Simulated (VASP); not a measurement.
# ScAl3N4 (Cmc2_1) in VASP: a series of runs

The runs below take ScAl3N4 through relaxation of cell and atoms, with PBEsol.

All numbers are computed with VASP 6.6.1; they aren't measurements. Logs are shortened: lines on timing, memory, paths and dates and some standing lists are left out, and cuts for length are marked.

### 1 The crystal as given

It takes space group Cmc2_1 (No. 36, orthorhombic). The conventional cell has a = 6.473 Å, b = 11.212 Å, c = 5.179 Å, α = 90.00°, β = 90.00°, γ = 90.00°. Sc (site symmetry m) has 4 N at 1.97 Å as nearest neighbours. Al (site symmetry 1) has 4 N at 1.97 Å as nearest neighbours. Al (site symmetry m) is surrounded by 4 N at 1.97 Å. Around N (site symmetry m) lie 2 Sc at 1.97 Å and 2 Al at 1.97 Å. Around N (site symmetry 1) lie 3 Al at 1.97 Å and 1 Sc at 1.97 Å. Around N (site symmetry m) lie 4 Al at 1.97 Å.

The cell was built by a generator and needn't be a form met in nature.

### 2 Relaxation of cell and atoms, PBEsol

INCAR

```
ALGO     = Normal         # electronic algorithm
EDIFF    = 1E-6           # SCF threshold, eV
EDIFFG   = -0.01          # ionic threshold
ENCUT    = 600            # plane-wave cutoff, eV
GGA      = PS             # functional
IBRION   = 2              # ionic algorithm
ISIF     = 3              # what is computed and relaxed
ISMEAR   = 0              # smearing method
LASPH    = True           # aspherical terms in the spheres
LCHARG   = False          # write CHGCAR
LREAL    = False          # projectors in reciprocal space
LUSENCCL = False        
LWAVE    = False          # write WAVECAR
NELM     = 80             # most SCF steps
NSW      = 90             # ionic steps
PREC     = Accurate       # precision mode
SIGMA    = 0.03           # smearing width, eV
```

KPOINTS

```
k-points
0
Gamma
  6 6 6
```

POSCAR

```
ScAl3N4
1.0
    0.0000000000      0.0000000000     -5.1789238400
    3.2366974300      5.6061244100      0.0000000000
    3.2366974300     -5.6061244100      0.0000000000
Sc Al N
2 6 8
Direct
    0.0000000000      0.1666666700      0.3333333300
    0.5000000000      0.3333333300      0.6666666700
    0.0000000000      0.1666666700      0.8333333300
    0.0000000000      0.6666666700      0.3333333300
    0.0000000000      0.6666666700      0.8333333300
    0.5000000000      0.3333333300      0.1666666700
    0.5000000000      0.8333333300      0.6666666700
    0.5000000000      0.8333333300      0.1666666700
    0.6200000000      0.1666666700      0.3333333300
    0.6200000000      0.1666666700      0.8333333300
    0.6200000000      0.6666666700      0.3333333300
    0.6200000000      0.6666666700      0.8333333300
    0.1200000000      0.3333333300      0.6666666700
    0.1200000000      0.3333333300      0.1666666700
    0.1200000000      0.8333333300      0.6666666700
    0.1200000000      0.8333333300      0.1666666700
```

Potentials or basis: VASP PAW PBE potentials, release 64 (Sc_sv, Al, N).

Launch:

```bash
cat potpaw_PBE.64/Sc_sv/POTCAR potpaw_PBE.64/Al/POTCAR potpaw_PBE.64/N/POTCAR > POTCAR
mpirun -np 1 vasp_std > vasp.out
```

OUTCAR:

```text
EDIFF = 1E-6
   EDIFFG = -0.01
   ENCUT = 600
   GGA = PS
   IBRION = 2
   ISIF = 3
   ISMEAR = 0
   LASPH = True
   LREAL = False
   NELM = 80
   NSW = 90
   PREC = Accurate

 ion  position               nearest neighbor table
   1  0.000  0.167  0.333-   9 1.97  14 1.97  13 1.97  16 1.97   6 3.19   6 3.19   8 3.19   2 3.19
                             2 3.19   8 3.19   5 3.24   5 3.24   4 3.24   3 3.24   3 3.24   4 3.24
   2  0.500  0.333  0.667-  13 1.97  10 1.97  12 1.97   9 1.97   3 3.19   3 3.19   5 3.19   1 3.19
                             1 3.19   5 3.19   8 3.24   8 3.24   7 3.24   6 3.24   6 3.24   7 3.24
   3  0.000  0.167  0.833-  10 1.97  13 1.97  14 1.97  15 1.97   2 3.19   2 3.19   7 3.19   6 3.19
                             6 3.19   7 3.19   4 3.24   4 3.24   1 3.24   5 3.24   1 3.24   5 3.24
   4  0.000  0.667  0.333-  11 1.97  16 1.97  15 1.97  14 1.97   8 3.19   8 3.19   6 3.19   6 3.19
                             7 3.19   7 3.19   3 3.24   3 3.24   5 3.24   1 3.24   5 3.24   1 3.24
   5  0.000  0.667  0.833-  12 1.97  15 1.97  13 1.97  16 1.97   7 3.19   7 3.19   8 3.19   2 3.19
                             2 3.19   8 3.19   1 3.24   1 3.24   3 3.24   4 3.24   4 3.24   3 3.24
   6  0.500  0.333  0.167-  14 1.97   9 1.97  11 1.97  10 1.97   1 3.19   1 3.19   4 3.19   3 3.19
                             3 3.19   4 3.19   7 3.24   7 3.24   2 3.24   8 3.24   2 3.24   8 3.24
   7  0.500  0.833  0.667-  15 1.97  12 1.97  10 1.97  11 1.97   5 3.19   5 3.19   3 3.19   3 3.19
                             4 3.19   4 3.19   6 3.24   6 3.24   2 3.24   8 3.24   8 3.24   2 3.24
   8  0.500  0.833  0.167-  16 1.97  11 1.97  12 1.97   9 1.97   4 3.19   4 3.19   5 3.19   1 3.19
                             1 3.19   5 3.19   2 3.24   2 3.24   6 3.24   7 3.24   7 3.24   6 3.24
   9  0.620  0.167  0.333-   1 1.97   6 1.97   2 1.97   8 1.97
  10  0.620  0.167  0.833-   3 1.97   2 1.97   6 1.97   7 1.97
  11  0.620  0.667  0.333-   4 1.97   8 1.97   7 1.97   6 1.97
  12  0.620  0.667  0.833-   5 1.97   7 1.97   2 1.97   8 1.97
  13  0.120  0.333  0.667-   2 1.97   3 1.97   1 1.97   5 1.97
  14  0.120  0.333  0.167-   6 1.97   1 1.97   4 1.97   3 1.97
  15  0.120  0.833  0.667-   7 1.97   5 1.97   3 1.97   4 1.97
  16  0.120  0.833  0.167-   8 1.97   4 1.97   5 1.97   1 1.97

  LATTYP: Found a hexagonal cell.
 ALAT       =     6.4733948708
 C/A-ratio  =     0.8000321228

  Lattice vectors:

 A1 = (   3.2366974300,   5.6061244100,   0.0000000000)
 A2 = (   3.2366974300,  -5.6061244100,   0.0000000000)
 A3 = (   0.0000000000,   0.0000000000,  -5.1789238400)

Analysis of symmetry for initial positions (statically):
=====================================================================
 Subroutine PRICEL returns:
 Original cell was already a primitive cell.

 Routine SETGRP: Setting up the symmetry group for a
 hexagonal supercell.

 Subroutine GETGRP returns: Found  4 space group operations
 (whereof  2 operations were pure point group operations)
 out of a pool of 24 trial point group operations.

The static configuration has the point symmetry C_1h.
 The point group associated with its full space group is C_2v.

Analysis of symmetry for dynamics (positions and initial velocities):
=====================================================================
 Subroutine PRICEL returns:
 Original cell was already a primitive cell.

 Routine SETGRP: Setting up the symmetry group for a
 hexagonal supercell.

 Subroutine GETGRP returns: Found  4 space group operations
 (whereof  2 operations were pure point group operations)
 out of a pool of 24 trial point group operations.

The dynamic configuration has the point symmetry C_1h.
 The point group associated with its full space group is C_2v.

 Subroutine INISYM returns: Found  4 space group operations
 (whereof  2 operations are pure point group operations),
 and found     1 'primitive' translations

----------------------------------------------------------------------------------------

                                     Primitive cell

  volume of cell :     187.9465

  direct lattice vectors                    reciprocal lattice vectors
     0.000000000  0.000000000 -5.178923840     0.000000000  0.000000000 -0.193090308
     3.236697430  5.606124410  0.000000000     0.154478449  0.089188174  0.000000000
     3.236697430 -5.606124410  0.000000000     0.154478449 -0.089188174  0.000000000

  length of vectors
[... 62 lines left out ...]

 Found     52 irreducible k-points:

 Following reciprocal coordinates:
            Coordinates               Weight
  0.000000  0.000000  0.000000      1.000000
  0.166667  0.000000  0.000000      2.000000
  0.333333  0.000000  0.000000      2.000000
  0.500000  0.000000  0.000000      1.000000
  0.000000  0.166667  0.000000      4.000000
  0.000000  0.000000  0.166667      2.000000
[... 16 lines left out ...]
  0.166667  0.500000  0.000000      4.000000
  0.166667  0.000000  0.500000      2.000000
 [... further k-points ...]
   k-points           NKPTS =     52   k-points in BZ     NKDIM =     52   number of bands    NBANDS=     49
   number of dos      NEDOS =    301   number of ions     NIONS =     16
   total plane-waves  NPLWV = 122472
   dimension x,y,z NGX =    42 NGY =   54 NGZ =   54
   dimension x,y,z NGXF=    84 NGYF=  108 NGZF=  108
   ions per type =               2   6   8
   NGX,Y,Z   is equivalent  to a cutoff of  13.48, 13.87, 13.87 a.u.
   NGXF,Y,Z  is equivalent  to a cutoff of  26.96, 27.74, 27.74 a.u.
 SYSTEM =  unknown system
   PREC   = accura    normal or accurate (medium, high low for compatibility)
   ISTART =      0    job   : 0-new  1-cont  2-samecut
   ICHARG =      2    charge: 1-file 2-atom 10-const
   ISPIN  =      1    spin polarized calculation?
   LNONCOLLINEAR =      F non collinear calculations
   LSORBIT =      F    spin-orbit coupling
   LASPH  =      T    aspherical Exc in radial PAW
   ENCUT  =  600.0 eV  44.10 Ry    6.64 a.u.  10.34 12.93 12.93*2*pi/ulx,y,z
   NELM   =     80;   NELMIN=  2; NELMDL= -5     # of ELM steps
   EDIFF  = 0.1E-05   stopping-criterion for ELM
   LREAL  =      F    real-space projection
   EDIFFG = -.1E-01   stopping-criterion for IOM
   NSW    =     90    number of steps for IOM
   IBRION =      2    ionic relax: 0-MD 1-quasi-New 2-CG
   NFREE  =      1    steps in history (QN), initial steepest desc. (CG)
   ISIF   =      3    stress and relaxation
   ISYM   =      2    0-nonsym 1-usesym 2-fastsym
   POTIM  = 0.5000    time-step for ionic-motion
   TEBEG  =    0.0;   TEEND  =   0.0 temperature during run
   PSTRESS=    0.0 pullay stress
   NELECT =      80.0000    total number of electrons
   NUPDOWN=      -1.0000    fix difference up-down
   EMIN   =  10.00;   EMAX   =-10.00  energy-range for DOS
   EFERMI =   0.00;   METHOD = LEGACY
   ISMEAR =     0;   SIGMA  =   0.03  broadening in eV -4-tet -1-fermi 0-gaus
   EFERMI_NEDOS =   21; number of points for ismear=-14 and -15
   IALGO  =     38    algorithm
   IMIX   =      4    mixing-type and parameters
     AMIX     =   0.40;   BMIX     =  1.00
     AMIX_MAG =   1.60;   BMIX_MAG =  1.00
  volume/ion in A,a.u.               =      11.75        79.27
  Fermi-wavevector in a.u.,A,eV,Ry     =   1.231478  2.327156 20.633758  1.516538
  Thomas-Fermi vector in A             =   2.366286
   LORBIT       =      0    0 simple, 1 ext, 2 COOP (PROOUT), +10 PAW based schemes
   GGA     = PS    functional components
   LHFCALC =     F    Hartree Fock is set to
   AEXX    =    0.0000 exact exchange contribution
   IVDW    =     0    specifies the selected vdW correction
   LEPSILON=     F    determine dielectric tensor
   LRPA    =     F    only Hartree local field effects (RPA)
 conjugate gradient relaxation of ions
 non-spin polarized calculation
 Gauss-broadening in eV      SIGMA  =   0.03
  energy-cutoff  :      600.00
  volume of cell :      187.95
 maximum number of plane-waves:      6321
 NGX is ok and might be reduce to    42
   NGX = 21   NGY = 25   NGZ = 25

--------------------------------------- Ionic step        1  -------------------------------------------

 number of electron      79.9999988 magnetization

 Free energy of the ion-electron system (eV)
  ---------------------------------------------------
  ext. energy  EPLUGINS =         0.00000000
  ---------------------------------------------------
  free energy    TOTEN  =      -129.03493793 eV

  energy without entropy =     -129.03493793  energy(sigma->0) =     -129.03493793

------------------------ aborting loop because EDIFF is reached ----------------------------------------

  FORCE on cell =-STRESS in cart. coord.  units (eV):
  Direction    XX          YY          ZZ          XY          YZ          ZX
  --------------------------------------------------------------------------------------
  -------------------------------------------------------------------------------------
  Total       -3.6758635     -3.6515388     -5.1994856      0.0210658      0.0000000      0.0000000
  in kB      -31.3354264    -31.1280670    -44.3237615      0.1795786      0.0000000      0.0000000
  external PRESSURE =     -35.5957516 kB  Pullay stress =       0.0000000 kB
[... 131 lines left out ...]
  FREE ENERGIE OF THE ION-ELECTRON SYSTEM (eV)
  ---------------------------------------------------
  free  energy   TOTEN  =      -130.3309548356 eV

  energy  without entropy=     -130.3309548356  energy(sigma->0) =     -130.33095484

[... ionic steps 4 to 13 ...]

--------------------------------------- Ionic step       14  -------------------------------------------

 number of electron      80.0000007 magnetization

------------------------ aborting loop because EDIFF is reached ----------------------------------------
[... 95 lines left out ...]
--------------------------------------- Ionic step       16  -------------------------------------------

 number of electron      80.0000008 magnetization

 Free energy of the ion-electron system (eV)
  ---------------------------------------------------
  ext. energy  EPLUGINS =         0.00000000
  ---------------------------------------------------
  free energy    TOTEN  =      -130.48885661 eV

  energy without entropy =     -130.48885661  energy(sigma->0) =     -130.48885661

 E-fermi :   5.1679     XC(G=0): -11.0498

 val. band max:        5.0390307623   @ k =   0.0000   0.0000   0.0000
 cond. band min:       8.5902951223   @ k =   0.0000   0.3333   0.3333
 fundamental gap:      3.5512643600
 Fermi energy:         5.1678779821

 k-point     1 :       0.0000    0.0000    0.0000
  band No.  band energies     occupation
      1     -41.5527      2.00000
      2     -41.5191      2.00000
      3     -20.5200      2.00000
      4     -20.4921      2.00000
      5     -20.4528      2.00000
      6     -20.4192      2.00000
[... 1237 lines left out ...]
     48      10.8539      0.00000
     49      10.9593      0.00000

 [... further k-points ...]
[... 5 lines left out ...]
  --------------------------------------------------------------------------------------
  -------------------------------------------------------------------------------------
  Total       -0.0009822     -0.0117240     -0.0048816     -0.0093026      0.0000000      0.0000000
  in kB       -0.0087215     -0.1040998     -0.0433444     -0.0826001      0.0000000      0.0000000
  external PRESSURE =      -0.0520552 kB  Pullay stress =       0.0000000 kB
[... 31 lines left out ...]
  FREE ENERGIE OF THE ION-ELECTRON SYSTEM (eV)
  ---------------------------------------------------
  free  energy   TOTEN  =      -130.4888566056 eV

  energy  without entropy=     -130.4888566056  energy(sigma->0) =     -130.48885661

 reached required accuracy - stopping structural energy minimisation
```

Wall time 77 min (1 × NVIDIA H100 80GB with 1 thread of AMD EPYC 7R13 (Zen 3), shared host); peak memory 1.6 GiB.

What came out:

* Free energy: -130.4889 eV
* Relaxed volume: 11.28 Å³/atom
* Relaxed cell: a = 4.996 Å, b = 6.478 Å, c = 6.447 Å, α = 120.16°, β = 90.00°, γ = 90.00°
* Space group after relaxing (to 0.05 Å): Cmc2_1 (No. 36)
* Energy gained by relaxing: 90.9 meV/atom
* Ionic steps: 16
* Pressure after relaxing: 0.0 GPa
* Largest force after relaxing: 0.007 eV/Å
* Band gap on the k mesh: 3.55 eV, indirect (least direct gap 3.62 eV)

Forces on the atoms (eV/Å):
```
Sc   0.001 -0.001  0.005
Sc  -0.001  0.001  0.005
Al   0.000 -0.001  0.001
Al  -0.005  0.003 -0.002
Al   0.001  0.000  0.001
Al   0.000  0.001  0.001
Al   0.005 -0.003 -0.002
Al  -0.001  0.000  0.001
N    0.004 -0.002  0.002
N   -0.003  0.000 -0.005
N    0.005 -0.003  0.004
N   -0.001  0.003 -0.005
N   -0.004  0.002  0.002
N    0.003  0.000 -0.005
N   -0.005  0.003  0.004
N    0.001 -0.003 -0.005
```

The path:
```tsv
step	energy change (eV)	largest force (eV/Å)	pressure (GPa)	volume (Å³)
1	0.0000	3.3381	-3.56	187.95
2	-1.2892	0.9373	0.33	180.94
3	-1.2960	0.9084	-0.09	181.41
4	-1.4069	0.3836	0.29	180.67
5	-1.4073	0.3954	0.26	180.72
6	-1.4363	0.1622	-0.28	181.04
7	-1.4414	0.2084	-0.61	181.24
8	-1.4512	0.0970	0.32	180.18
9	-1.4513	0.0904	0.26	180.25
10	-1.4533	0.0539	-0.09	180.52
11	-1.4533	0.0523	-0.05	180.49
12	-1.4537	0.0211	0.02	180.43
13	-1.4537	0.0248	0.03	180.41
14	-1.4539	0.0155	-0.01	180.45
15	-1.4539	0.0161	-0.01	180.45
16	-1.4539	0.0070	-0.01	180.44
```

Final structure:
```xyz
16
Lattice="0.0000 0.0000 -4.9964 3.2390 5.6101 0.0000 3.2085 -5.5925 0.0000" Properties=species:S:1:pos:R:3 pbc="T T T"
Sc    1.5562   -0.8985   -0.0588
Sc    3.2718   -1.8890   -2.5570
Al    3.2100   -3.7498   -0.0124
Al    3.2161    1.8832   -0.0284
Al    4.8525   -0.9050   -0.0124
Al    1.6180    0.9624   -2.5106
Al    4.8509    0.9394   -2.5266
Al    3.2145    3.7277   -2.5106
N     1.5329   -0.8850   -2.9346
N     3.2119   -3.8606   -3.1213
N     3.2371    1.8711   -3.1021
N     4.9493   -0.8513   -3.1213
N     3.2950   -1.9024   -0.4363
N     1.6161    1.0732   -0.6231
N     4.8299    0.9515   -0.6039
N     3.1176    3.6740   -0.6231
```

Caveat: the PAW data sets were made with another functional, which shifts forces and pressure a little.

### 3 Relaxation of cell and atoms, PBEsol

This run uses another cell than the first one, of 11.28 Å³/atom, 0.960 times its volume.

INCAR, as its differences from that of step 2:

```diff
@@ -1,4 +1,4 @@
 ALGO     = Normal         # electronic algorithm
-EDIFF    = 1E-6           # SCF threshold, eV
-EDIFFG   = -0.01          # ionic threshold
+EDIFF    = 1E-7           # SCF threshold, eV
+EDIFFG   = -0.005         # ionic threshold
 ENCUT    = 600            # plane-wave cutoff, eV
```

KPOINTS is that of step 2.

POSCAR

```
ScAl3N4                                 
1.0
    0.0000000000      0.0000000000     -4.9964489606
    3.2389934597      5.6101012500     -0.0000000000
    3.2084786872     -5.5924835379      0.0000000000
  Sc              Al              N             
     2     6     8
Direct
     0.0117639373799312    0.1611665007983934    0.3223329915968007
     0.5117639373799310    0.3388334992016065    0.6776670084031992
     0.0024765057488328    0.1639436346516140    0.8349743061337231
     0.0056794743082389    0.6653501363042861    0.3307002626085759
     0.0024765057488328    0.6710306814821022    0.8349743061337396
     0.5024765057488327    0.3360563653483861    0.1650256938662768
     0.5056794743082388    0.8346498636957139    0.6692997373914239
     0.5024765057488327    0.8289693185178978    0.1650256938662603
     0.5873272613181357    0.1587555555812468    0.3175111011624155
     0.6247083716151683    0.1543979872282127    0.8452022051616801
     0.6208595722656818    0.6675242117260040    0.3350484134520101
     0.6247083716151683    0.6908042279334357    0.8452022051616528
     0.0873272613181359    0.3412444444187533    0.6824888988375848
     0.1247083716151682    0.3456020127717873    0.1547977948383201
     0.1208595722656818    0.8324757882739960    0.6649515865479898
     0.1247083716151682    0.8091957720665643    0.1547977948383473
```

Potentials or basis: VASP PAW PBE potentials, release 64 (Sc_sv, Al, N).

Launch:

```bash
cat potpaw_PBE.64/Sc_sv/POTCAR potpaw_PBE.64/Al/POTCAR potpaw_PBE.64/N/POTCAR > POTCAR
mpirun -np 1 vasp_std > vasp.out
```

Wall time 14 min (1 × NVIDIA H100 80GB with 1 thread of AMD EPYC 7R13 (Zen 3), shared host); peak memory 1.6 GiB.

It converged, with:

| Item | Value |
| --- | --- |
| Free energy | -130.4785 eV |
| Relaxed volume | 11.28 Å³/atom |
| Relaxed cell | a = 4.997 Å, b = 6.478 Å, c = 6.448 Å, α = 120.15°, β = 90.00°, γ = 90.00° |
| Space group after relaxing (to 0.05 Å) | Cmc2_1 (No. 36) |
| Energy gained by relaxing | 0.0 meV/atom |
| Ionic steps | 2 |
| Pressure after relaxing | 0.0 GPa |
| Largest force after relaxing | 0.004 eV/Å |
| Band gap on the k mesh | 3.55 eV, indirect (least direct gap 3.62 eV) |

Forces on the atoms (eV/Å):
```
Sc   0.000  0.000  0.003
Sc   0.000  0.000  0.003
Al   0.000 -0.001 -0.001
Al   0.000  0.000  0.002
Al   0.000  0.001 -0.001
Al   0.000  0.001 -0.001
Al   0.000  0.000  0.002
Al   0.000 -0.001 -0.001
N    0.000  0.000  0.001
N    0.004  0.000 -0.001
N    0.001 -0.001 -0.001
N    0.002 -0.003 -0.001
N    0.000  0.000  0.001
N   -0.004  0.000 -0.001
N   -0.001  0.001 -0.001
N   -0.002  0.003 -0.001
```

Final structure:
```cif
data_structure
_symmetry_space_group_name_H-M 'P 1'
_symmetry_Int_Tables_number 1
_cell_length_a 4.9968
_cell_length_b 6.4780
_cell_length_c 6.4479
_cell_angle_alpha 120.155
_cell_angle_beta 90.000
_cell_angle_gamma 90.000
_cell_volume 180.47
loop_
_atom_site_label
_atom_site_type_symbol
_atom_site_fract_x
_atom_site_fract_y
_atom_site_fract_z
_atom_site_occupancy
Sc1 Sc 0.01172 0.16117 0.32235 1
Sc2 Sc 0.51172 0.33883 0.67765 1
Al1 Al 0.00246 0.16394 0.83498 1
Al2 Al 0.00570 0.66532 0.33065 1
Al3 Al 0.00246 0.67104 0.83498 1
Al4 Al 0.50246 0.33606 0.16502 1
Al5 Al 0.50570 0.83468 0.66935 1
Al6 Al 0.50246 0.82896 0.16502 1
N1 N 0.58731 0.15877 0.31755 1
N2 N 0.62476 0.15438 0.84518 1
N3 N 0.62082 0.66755 0.33511 1
N4 N 0.62476 0.69081 0.84518 1
N5 N 0.08731 0.34123 0.68245 1
N6 N 0.12476 0.34562 0.15482 1
N7 N 0.12083 0.83245 0.66489 1
N8 N 0.12476 0.80919 0.15482 1
```

Levels at points of the mesh, in eV from the valence-band top:
```csv
k point,band 38,band 39,band 40,band 41,band 42,band 43
"(0.00, 0.00, 0.00)",-0.43,-0.24,0.00,3.74,3.91,3.98
"(0.50, 0.00, 0.00)",-0.59,-0.37,-0.37,4.36,4.36,4.55
"(0.00, 0.50, 0.00)",-0.26,-0.18,-0.09,3.83,4.19,4.53
"(0.50, 0.50, 0.00)",-0.35,-0.26,-0.26,4.62,4.62,4.95
"(0.00, 0.00, 0.50)",-0.24,-0.21,-0.15,3.62,4.27,4.42
"(0.50, 0.00, 0.50)",-0.38,-0.18,-0.18,4.47,4.47,4.96
```

Caveat: the PAW data sets were made with another functional, which shifts forces and pressure a little. A k mesh can miss the band edges.
